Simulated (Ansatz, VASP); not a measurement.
**Two plane-wave programs on Ti**

Contents of INCAR:

```
PREC = Accurate
ENCUT = 520
EDIFF = 1E-6
ISMEAR = 0
SIGMA = 0.15
LREAL = F
LASPH = T
NELM = 60
ALGO = Fast
ISIF = 2
LWAVE = F
LCHARG = T
GGA = PS
LELF = T
LVHAR = T
NBANDS = 12
```

Contents of KPOINTS:

```
Automatic mesh
0
Gamma
  22 22 22
```

File POSCAR:

```
Ti
1.0
   -1.3991469203      1.3991469203      1.8866097074
    1.3991469203     -1.3991469203      1.8866097074
    1.3991469203      1.3991469203     -1.8866097074
Ti
1
Direct
    0.0000000000      0.0000000000      0.0000000000
```

Input for Ansatz:

```yaml
crystal:
  lattice:
    - [-1.3991469203, 1.3991469203, 1.8866097074]
    - [1.3991469203, -1.3991469203, 1.8866097074]
    - [1.3991469203, 1.3991469203, -1.8866097074]
  atoms:
    - { symbol: Ti, position: [0.0, 0.0, 0.0] }
basis:
  ecutwfc: 520.0
kpoints:
  mp_grid: { grid: [22, 22, 22] }
hamiltonian:
  xc: pbesol
  pseudopotentials: { kind: paw, azcp: { folder: soft_1 } }
scf:
  occupations: { method: gaussian, width: 0.15 }
output:
  forces: true
  stress: true
  eigenvalues: true
```

Alike in both runs: task single point; functional PBEsol; k mesh 22 × 22 × 22; occupations gaussian, width 0.15 eV; no spin polarisation.

|  | VASP | Ansatz |
| --- | --- | --- |
| version | VASP 6.6.1 | Ansatz 0.2.0 |
| potentials or method | VASP PAW PBE potentials, release 64 (Ti_sv) | scalar-relativistic, plane waves, PAW |
| plane-wave cutoff (eV) | 520 | 520 |
| valence electrons in the cell | 12 | 12 |

|  | VASP | Ansatz | Ansatz less VASP |
| --- | --- | --- | --- |
| gap on the k mesh at the Fermi level (eV) | none | none | - |
| pressure (GPa) | 16.5 | 17.0 | +0.53 |
| largest component of the traceless stress (GPa) | 1.06 | 1.03 | -0.029 |

A gap of «none» marks a metal or a gap that the smearing closes. Ansatz warned: «pseudo_functional_mismatch».

Caveats: so large a pressure means that the cell lies far from this level's equilibrium, or that cutoff or potentials fall short (VASP); the potentials were made for another functional, which shifts forces and pressure (VASP).
